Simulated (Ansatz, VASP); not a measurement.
This is a calculation of HgTe (Coloradoite) for Ansatz 0.2.0.

File input.yaml:

```yaml
crystal:
  lattice:
    - [0.0, 3.2145, 3.2145]
    - [3.2145, 0.0, 3.2145]
    - [3.2145, 3.2145, 0.0]
  atoms:
    - { symbol: Hg, position: [0.0, 0.0, 0.0] }
    - { symbol: Te, position: [0.75, 0.75, 0.75] }
kpoints:
  mp_grid: { grid: [7, 7, 7] }
scf:
  occupations: { method: fermi_dirac, width: 0.05 }
hamiltonian:
  xc: pbe
  dispersion: d3bj
  pseudopotentials: { kind: all_electron, lapw: { basis_error: 0.001 } }
output:
  forces: true
  stress: true
relax:
  f_tol: 0.02
  max_steps: 60
  cell: {}
```

Potentials or basis: all-electron LAPW, scalar-relativistic.

The run is started by

```console
$ ansatz run input.yaml --threads 1 --pin off --max-ram 3072MiB --backend cpu --events-out ev --progress --plain --runs-dir out
```

Task: Translate it to VASP 6.6.1. Potentials there: VASP PAW PBE potentials, release 64 (Hg, Te).

Result: As run (the cutoff follows the program's own potentials):

The input INCAR:

```
PREC = Accurate
ENCUT = 600
EDIFF = 1E-7
ISMEAR = -1
SIGMA = 0.05
LREAL = F
LASPH = T
NELM = 60
ALGO = Normal
ISIF = 3
LWAVE = F
LCHARG = F
GGA = PE
IVDW = 12
IBRION = 2
NSW = 80
EDIFFG = -0.02
```

The input KPOINTS:

```
regular mesh
0
Gamma
  7 7 7
```

POSCAR

```
HgTe
1.0
    0.0000000000      3.2145000000      3.2145000000
    3.2145000000      0.0000000000      3.2145000000
    3.2145000000      3.2145000000      0.0000000000
Hg Te
1 1
Direct
    0.0000000000      0.0000000000      0.0000000000
    0.7500000000      0.7500000000      0.7500000000
```

Potentials or basis: VASP PAW PBE potentials, release 64 (Hg, Te).

Launch:

```sh
$ cat potpaw_PBE.64/Hg/POTCAR potpaw_PBE.64/Te/POTCAR > POTCAR
$ mpirun -np 1 vasp_std > vasp.out
```

Both were run:

|  | VASP | Ansatz | Ansatz less VASP |
| --- | --- | --- | --- |
| relaxed volume (Å³/atom) | 35.14 | 35.07 | -0.068 |
| relaxed cell length with the largest relative difference (Å) | 4.632 | 4.629 | -0.0030 |
| energy change over the relaxation (meV/atom) | -15 | -14 | +1.0 |

Ansatz ran all-electron here, so the differences hold the error of VASP's frozen core and of both bases.

Caveats: pairwise dispersion overbinds metals, which lowers pressure and volume (VASP). The runs have no spin-orbit coupling, so splittings on Hg, Te are missing. Zero-point motion and thermal expansion aren't in these numbers.
